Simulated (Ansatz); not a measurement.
# Run times of several calculations on P

Cell: 24 atoms, space group P-1, a = 5.503 Å, b = 10.884 Å, c = 11.024 Å, α = 94.68°, β = 99.83°, γ = 100.55°.

All runs are DFT with Ansatz 0.2.0 on 1 thread of AMD EPYC 9R45 (Zen 5) (x86_64; 16 cores open to the job, memory cap 3.0 GiB, no GPU), a shared host.

Q: Rank the runs by wall time, shortest first.
A. single point, PBE, gradients read without the response of the cores, 420 eV, 6×3×3 k-points, smearing 0.05 eV
B. relaxation of the ions, PBE, gradients read without the response of the cores, 420 eV, 6×3×3 k-points, smearing 0.05 eV
C. single point at relaxed positions, r2SCAN, gradients read without the response of the cores, 500 eV, 6×3×3 k-points, smearing 0.05 eV

A: A (44 s, 1.4 GiB), C (76 s, 2.7 GiB), B (3.9 min, 1.6 GiB).
